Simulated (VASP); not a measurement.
# MgO (Periclase) (Fm-3m) in VASP: further runs, part 2 of 2

VASP 6.6.1. Earlier steps stand in the parts before.

**3. Relaxation of the atoms, LDA (a relaxed cell with its volume scaled by 1.06)**

INCAR

```
  PREC = Accurate
  ENCUT = 600
  EDIFF = 1E-7
  ISMEAR = 0
  SIGMA = 0.03
  LREAL = F
  LASPH = T
  NELM = 80
  ALGO = Normal
  ISIF = 2
  LWAVE = F
  LCHARG = F
  GGA = CA
  IBRION = 2
  NSW = 40
  EDIFFG = -0.01
```

KPOINTS

```
regular mesh
0
Gamma
  12 12 12
```

POSCAR

```
MgO                                     
1.0
    0.0000000000      2.1122661221      2.1122661221
    2.1122661221      0.0000000000      2.1122661221
    2.1122661221      2.1122661221      0.0000000000
  Mg              O             
     1     1
Direct
     0.0000000000000000    0.0000000000000000    0.0000000000000000
     0.5000000000000000    0.5000000000000000    0.5000000000000000
```

Potentials or basis: VASP PAW LDA potentials, release 64 (Mg, O).

Command:

```sh
$ cat potpaw_LDA.64/Mg/POTCAR potpaw_LDA.64/O/POTCAR > POTCAR
$ mpirun -np 1 vasp_std > vasp.out
```

OUTCAR:

```text
PREC = Accurate
   ENCUT = 600
   EDIFF = 1E-7
   ISMEAR = 0
   LREAL = F
   LASPH = T
   NELM = 80
   ISIF = 2
   GGA = CA
   IBRION = 2
   NSW = 40
   EDIFFG = -0.01

 ion  position               nearest neighbor table
   1  0.000  0.000  0.000-   2 2.11   2 2.11   2 2.11   2 2.11   2 2.11   2 2.11
   2  0.500  0.500  0.500-   1 2.11   1 2.11   1 2.11   1 2.11   1 2.11   1 2.11

  LATTYP: Found a face centered cubic cell.
 ALAT       =     4.2245322442

  Lattice vectors:

 A1 = (   0.0000000000,   2.1122661221,   2.1122661221)
 A2 = (   2.1122661221,   0.0000000000,   2.1122661221)
 A3 = (   2.1122661221,   2.1122661221,   0.0000000000)

Analysis of symmetry for initial positions (statically):
=====================================================================
 Subroutine PRICEL returns:
 Original cell was already a primitive cell.

 Routine SETGRP: Setting up the symmetry group for a
 face centered cubic supercell.

 Subroutine GETGRP returns: Found 48 space group operations
 (whereof 48 operations were pure point group operations)
 out of a pool of 48 trial point group operations.

The static configuration has the point symmetry O_h .

Analysis of symmetry for dynamics (positions and initial velocities):
=====================================================================
 Subroutine PRICEL returns:
 Original cell was already a primitive cell.

 Routine SETGRP: Setting up the symmetry group for a
 face centered cubic supercell.

 Subroutine GETGRP returns: Found 48 space group operations
 (whereof 48 operations were pure point group operations)
 out of a pool of 48 trial point group operations.

The dynamic configuration has the point symmetry O_h .

 Subroutine INISYM returns: Found 48 space group operations
 (whereof 48 operations are pure point group operations),
 and found     1 'primitive' translations

----------------------------------------------------------------------------------------

                                     Primitive cell

[... 116 lines left out ...]
   LHFCALC =     F    Hartree Fock is set to
   AEXX    =    0.0000 exact exchange contribution
   IVDW    =     0    specifies the selected vdW correction
   LEPSILON=     F    determine dielectric tensor
   LRPA    =     F    only Hartree local field effects (RPA)
 conjugate gradient relaxation of ions
 non-spin polarized calculation
 Gauss-broadening in eV      SIGMA  =   0.03
  energy-cutoff  :      600.00
  volume of cell :       18.85
 maximum number of plane-waves:       642
   NGX = 11   NGY = 11   NGZ = 11

 number of electron       8.0000005 magnetization

 Free energy of the ion-electron system (eV)
  ---------------------------------------------------
  ext. energy  EPLUGINS =         0.00000000
  ---------------------------------------------------
  free energy    TOTEN  =       -13.41949327 eV

  energy without entropy =      -13.41949327  energy(sigma->0) =      -13.41949327

 E-fermi :   2.9500     XC(G=0): -11.5490

 val. band max:        2.8114125808   @ k =   0.0000   0.0000   0.0000
 cond. band min:       7.3830707452   @ k =   0.0000   0.0000   0.0000
 fundamental gap:      4.5716581643
 Fermi energy:         2.9499849202

 k-point     1 :       0.0000    0.0000    0.0000
  band No.  band energies     occupation
      1     -14.1436      2.00000
      2       2.8114      2.00000
      3       2.8114      2.00000
      4       2.8114      2.00000
      5       7.3831      0.00000
      6      18.2906      0.00000
      7      18.2906      0.00000
      8      18.2906      0.00000
[... 243 lines left out ...]
 k-point    24 :      -0.4167    0.1667    0.0000
  band No.  band energies     occupation
      1     -12.7261      2.00000
      2      -1.4424      2.00000
      3       1.2192      2.00000
      4       2.0256      2.00000
      5      11.6368      0.00000
      6      14.8745      0.00000
      7      16.6144      0.00000
      8      19.3347      0.00000

 [... further k-points ...]

------------------------ aborting loop because EDIFF is reached ----------------------------------------

  FORCE on cell =-STRESS in cart. coord.  units (eV):
  Direction    XX          YY          ZZ          XY          YZ          ZX
  --------------------------------------------------------------------------------------
  -------------------------------------------------------------------------------------
  Total       -1.0873786     -1.0873786     -1.0873786      0.0000000     -0.0000000      0.0000000
  in kB      -92.4305376    -92.4305376    -92.4305376      0.0000000     -0.0000000      0.0000000
  external PRESSURE =     -92.4305376 kB  Pullay stress =       0.0000000 kB

 VOLUME and BASIS-vectors are now :
 -----------------------------------------------------------------------------
  energy-cutoff  :      600.00
  volume of cell :       18.85
      direct lattice vectors                 reciprocal lattice vectors
     0.000000000  2.112266122  2.112266122    -0.236712597  0.236712597  0.236712597
     2.112266122  0.000000000  2.112266122     0.236712597 -0.236712597  0.236712597
     2.112266122  2.112266122  0.000000000     0.236712597  0.236712597 -0.236712597

 POSITION                                       TOTAL-FORCE (eV/Angst)
 -----------------------------------------------------------------------------------
      0.00000      0.00000      0.00000        -0.000000     -0.000000     -0.000000
      2.11227      2.11227      2.11227         0.000000      0.000000      0.000000
 -----------------------------------------------------------------------------------
    total drift:                               -0.000000     -0.000000      0.000000

  FREE ENERGIE OF THE ION-ELECTRON SYSTEM (eV)
  ---------------------------------------------------
  free  energy   TOTEN  =       -13.4194932693 eV

  energy  without entropy=      -13.4194932693  energy(sigma->0) =      -13.41949327

 reached required accuracy - stopping structural energy minimisation
```

OSZICAR:

```text
N       E                     dE             d eps       ncg     rms          rms(c)
DAV:   1     0.163076011442E+02    0.16308E+02   -0.51471E+03  1328   0.100E+03
DAV:   2    -0.145549943980E+02   -0.30863E+02   -0.29328E+02  1456   0.152E+02
DAV:   3    -0.149853548905E+02   -0.43036E+00   -0.43036E+00  1384   0.206E+01
DAV:   4    -0.149861249942E+02   -0.77010E-03   -0.77010E-03  1680   0.835E-01
DAV:   5    -0.149861254117E+02   -0.41753E-06   -0.41753E-06  1408   0.125E-02    0.702E+00
DAV:   6    -0.134876486388E+02    0.14985E+01   -0.10156E+01  1152   0.221E+01    0.233E+00
DAV:   7    -0.134440892337E+02    0.43559E-01   -0.69137E-02  1192   0.302E+00    0.127E+00
DAV:   8    -0.134196423796E+02    0.24447E-01   -0.28840E-02  1168   0.227E+00    0.149E-01
DAV:   9    -0.134195246259E+02    0.11775E-03   -0.20878E-04  1704   0.152E-01    0.849E-02
DAV:  10    -0.134194940849E+02    0.30541E-04   -0.46012E-05  1192   0.878E-02    0.738E-03
DAV:  11    -0.134194933057E+02    0.77921E-06   -0.28190E-06  1400   0.103E-02    0.248E-03
DAV:  12    -0.134194932693E+02    0.36440E-07   -0.21050E-07   920   0.349E-03
   1 F= -.13419493E+02 E0= -.13419493E+02  d E =-.134195E+02
```

CONTCAR:

```text
MgO
   1.00000000000000
     0.0000000000000000    2.1122661220999999    2.1122661220999999
     2.1122661220999999    0.0000000000000000    2.1122661220999999
     2.1122661220999999    2.1122661220999999    0.0000000000000000
  Mg              O
     1     1
Direct
     0.0000000000000000    0.0000000000000000    0.0000000000000000
     0.5000000000000000    0.5000000000000000    0.5000000000000000

  0.00000000E+00  0.00000000E+00  0.00000000E+00
  0.00000000E+00  0.00000000E+00  0.00000000E+00
```

It took 13 s on 1 thread of AMD EPYC 7R43 (Zen 3), shared host; peak memory 0.1 GiB.

Results:

```
Free energy             : -13.4195 eV
Pressure after relaxing : -9.2 GPa
Band gap on the k mesh  : 4.57 eV, direct
```

Final structure:
```cif
data_structure
_symmetry_space_group_name_H-M 'P 1'
_symmetry_Int_Tables_number 1
_cell_length_a 2.9872
_cell_length_b 2.9872
_cell_length_c 2.9872
_cell_angle_alpha 60.000
_cell_angle_beta 60.000
_cell_angle_gamma 60.000
_cell_volume 18.85
loop_
_atom_site_label
_atom_site_type_symbol
_atom_site_fract_x
_atom_site_fract_y
_atom_site_fract_z
_atom_site_occupancy
Mg1 Mg 0.00000 0.00000 0.00000 1
O1 O 0.50000 0.50000 0.50000 1
```

Caveat: the relaxation stopped at its first step, so nothing moved.

**4. Relaxation of cell and atoms, AM05**

INCAR

```
SYSTEM = MgO
  ALGO = Normal
  EDIFF = 1E-6
  EDIFFG = -0.01
  ENCUT = 600
  GGA = AM
  IBRION = 2
  ISIF = 3
  ISMEAR = 0
  LASPH = .True.
  LCHARG = .False.
  LREAL = .False.
  LWAVE = .False.
  NELM = 80
  NSW = 90
  PREC = Accurate
  SIGMA = 0.03
```

KPOINTS

```
k-points
0
Gamma
  12 12 12
  0 0 0
```

POSCAR

```
MgO
1.0
    0.0000000000      2.1085000000      2.1085000000
    2.1085000000      0.0000000000      2.1085000000
    2.1085000000      2.1085000000      0.0000000000
Mg O
1 1
Direct
    0.0000000000      0.0000000000      0.0000000000
    0.5000000000      0.5000000000      0.5000000000
```

Potentials or basis: VASP PAW PBE potentials, release 64 (Mg, O).

Command:

```sh
$ cat potpaw_PBE.64/Mg/POTCAR potpaw_PBE.64/O/POTCAR > POTCAR
$ mpirun -np 1 vasp_std > vasp.out
```

Run time: 16 s. Hardware: 1 thread of Intel Xeon Platinum 8488C (Sapphire Rapids), shared host; peak memory 0.15 GiB.

It converged, with:

```
Free energy                            : -12.1411 eV
Relaxed volume                         : 9.35 Å³/atom
Relaxed cell                           : a = 2.979 Å, b = 2.979 Å, c = 2.979 Å, α = 60.00°, β = 60.00°, γ = 60.00°
Space group after relaxing (to 0.05 Å) : Fm-3m (No. 225)
Energy gained by relaxing              : 0.0 meV/atom
Ionic steps                            : 2
Pressure after relaxing                : 0.1 GPa
Band gap on the k mesh                 : 4.71 eV, direct
```

Final structure:
```yaml
crystal:
  lattice:
    - [0.00000, 2.10644, 2.10644]
    - [2.10644, 0.00000, 2.10644]
    - [2.10644, 2.10644, 0.00000]
  atoms:
    - { symbol: Mg, position: [0.00000, 0.00000, 0.00000] }
    - { symbol: O, position: [0.50000, 0.50000, 0.50000] }
```

Levels at points of the mesh, in eV from the valence-band top:
```csv
k point,band 1,band 2,band 3,band 4,band 5,band 6,band 7,band 8
"(0.00, 0.00, 0.00)",-17.15,0.00,0.00,0.00,4.71,15.68,15.68,15.68
"(0.50, 0.00, 0.00)",-15.83,-4.66,-0.66,-0.66,7.79,12.53,16.22,16.22
"(0.50, 0.50, 0.00)",-15.57,-4.13,-1.36,-1.36,8.95,9.95,12.99,18.89
```

Caveat: the PAW data sets were made with another functional, which shifts forces and pressure a little.

**5. Relaxation of cell and atoms, AM05**

This run uses another cell than the first one, of 9.35 Å³/atom, 0.997 times its volume.

INCAR: that of step 4 with these lines changed.

```diff
@@ -2,4 +2,4 @@
   ALGO = Normal
-  EDIFF = 1E-6
-  EDIFFG = -0.01
+  EDIFF = 1E-7
+  EDIFFG = -0.005
   ENCUT = 600
```

KPOINTS is that of step 4.

POSCAR

```
MgO                                     
1.0
    0.0000000000      2.1064423500      2.1064423500
    2.1064423500     -0.0000000000      2.1064423500
    2.1064423500      2.1064423500     -0.0000000000
  Mg              O             
     1     1
Direct
     0.0000000000000000    0.0000000000000000    0.0000000000000000
     0.5000000000000000    0.5000000000000000    0.5000000000000000
```

Command:

```sh
$ cat potpaw_PBE.64/Mg/POTCAR potpaw_PBE.64/O/POTCAR > POTCAR
$ mpirun -np 1 vasp_std > vasp.out
```

Wall time 18 s (1 thread of Intel Xeon Platinum 8488C (Sapphire Rapids), shared host); peak memory 0.15 GiB.

Results (log left out):

* Free energy: -12.1409 eV
* Relaxed volume: 9.36 Å³/atom
* Relaxed cell: a = 2.980 Å, b = 2.980 Å, c = 2.980 Å, α = 60.00°, β = 60.00°, γ = 60.00°
* Space group after relaxing (to 0.05 Å): Fm-3m (No. 225)
* Energy gained by relaxing: 0.0 meV/atom
* Ionic steps: 2
* Pressure after relaxing: 0.0 GPa
* Band gap on the k mesh: 4.70 eV, direct

Final structure:
```cif
data_structure
_symmetry_space_group_name_H-M 'P 1'
_symmetry_Int_Tables_number 1
_cell_length_a 2.9802
_cell_length_b 2.9802
_cell_length_c 2.9802
_cell_angle_alpha 60.000
_cell_angle_beta 60.000
_cell_angle_gamma 60.000
_cell_volume 18.72
loop_
_atom_site_label
_atom_site_type_symbol
_atom_site_fract_x
_atom_site_fract_y
_atom_site_fract_z
_atom_site_occupancy
Mg1 Mg 0.00000 0.00000 0.00000 1
O1 O 0.50000 0.50000 0.50000 1
```

Levels at points of the mesh, in eV from the valence-band top:
```csv
k point,band 1,band 2,band 3,band 4,band 5,band 6,band 7,band 8
"(0.00, 0.00, 0.00)",-17.14,0.00,0.00,0.00,4.70,15.67,15.67,15.67
"(0.50, 0.00, 0.00)",-15.83,-4.65,-0.66,-0.66,7.78,12.51,16.21,16.21
"(0.50, 0.50, 0.00)",-15.56,-4.13,-1.36,-1.36,8.94,9.94,12.97,18.87
```

Caveat: the PAW data sets were made with another functional, which shifts forces and pressure a little. A k mesh can miss the band edges.

**6. Relaxation of cell and atoms, PBE**

INCAR

```
SYSTEM = MgO
  PREC = Accurate
  ENCUT = 600
  EDIFF = 1E-6
  ISMEAR = 0
  SIGMA = 0.03
  LREAL = .FALSE.
  LASPH = .TRUE.
  NELM = 80
  ALGO = Normal
  ISIF = 3
  LWAVE = .FALSE.
  LCHARG = .FALSE.
  GGA = PE
  IBRION = 2
  NSW = 90
  EDIFFG = -0.01
```

KPOINTS

```
Automatic mesh
0
G
  12 12 12
  0 0 0
```

POSCAR

```
MgO
1.0
    0.0000000000      2.1085000000      2.1085000000
    2.1085000000      0.0000000000      2.1085000000
    2.1085000000      2.1085000000      0.0000000000
Mg O
1 1
Direct
    0.0000000000      0.0000000000      0.0000000000
    0.5000000000      0.5000000000      0.5000000000
```

Potentials or basis: VASP PAW PBE potentials, release 64 (Mg, O).

Command:

```sh
$ cat potpaw_PBE.64/Mg/POTCAR potpaw_PBE.64/O/POTCAR > POTCAR
$ mpirun -np 1 vasp_std > vasp.out
```

Run time: 7.7 s. Hardware: 1 thread of Intel Xeon 6975P-C (Granite Rapids), shared host; peak memory 0.15 GiB.

The run converged. Its results:

```yaml
Free_energy: -11.9141 eV
Relaxed_volume: 9.56 Å³/atom
Relaxed_cell: a = 3.002 Å, b = 3.002 Å, c = 3.002 Å, α = 60.00°, β = 60.00°, γ = 60.00°
Space_group_after_relaxing_to_0.05_Å: Fm-3m (No. 225)
Energy_gained_by_relaxing: 1.8 meV/atom
Ionic_steps: 3
Pressure_after_relaxing: 0.0 GPa
Band_gap_on_the_k_mesh: 4.50 eV, direct
```

The path:
| step | energy change (eV) | largest force (eV/Å) | pressure (GPa) | volume (Å³) |
| --- | --- | --- | --- | --- |
| 1 | 0.0000 | 0.0000 | 3.09 | 18.75 |
| 2 | -0.0032 | 0.0000 | -0.93 | 19.24 |
| 3 | -0.0036 | 0.0000 | -0.01 | 19.12 |

Final structure:
```xyz
2
Lattice="0.0000 2.1225 2.1225 2.1225 0.0000 2.1225 2.1225 2.1225 0.0000" Properties=species:S:1:pos:R:3 pbc="T T T"
Mg    0.0000    0.0000    0.0000
O     2.1225    2.1225    2.1225
```

Levels at points of the mesh, in eV from the valence-band top:
```tsv
k point	band 2	band 3	band 4	band 5	band 6	band 7
(0.00, 0.00, 0.00)	0.00	0.00	0.00	4.50	15.67	15.67
(0.50, 0.00, 0.00)	-4.51	-0.63	-0.63	7.75	12.34	16.07
(0.50, 0.50, 0.00)	-3.99	-1.32	-1.32	9.09	9.72	12.85
```

A k mesh can miss the band edges. PBE usually gives volumes a little too large and moduli too small.

**7. Overview**

| task | level | potentials or basis | cell | gap on the mesh (eV) | pressure (GPa) | relaxed volume (Å³/atom) |
| --- | --- | --- | --- | --- | --- | --- |
| relaxation of the atoms | LDA | VASP PAW LDA potentials, release 64 (Mg, O) | atoms relaxed from: a relaxed cell with its volume scaled by 1.04 | 4.76 | -6.4 | - |
| relaxation of the atoms | LDA | VASP PAW LDA potentials, release 64 (Mg, O) | atoms relaxed from: a relaxed cell with its volume scaled by 1.06 | 4.57 | -9.2 | - |
| relaxation of cell and atoms | AM05 | VASP PAW PBE potentials, release 64 (Mg, O) | relaxed | 4.70 | 0.0 | 9.36 |
| relaxation of cell and atoms | PBE | VASP PAW PBE potentials, release 64 (Mg, O) | relaxed | 4.50 | 0.0 | 9.56 |

Alike in all rows: no spin polarisation; k mesh 12 × 12 × 12; cutoff (eV) 600; smearing gaussian 0.03 eV.

Caveats: the relaxation stopped at its first step, so nothing moved (some runs); the PAW data sets were made with another functional, which shifts forces and pressure a little (some runs).

Total energies depend on the potentials used, so only differences within one code and one set of settings carry meaning.
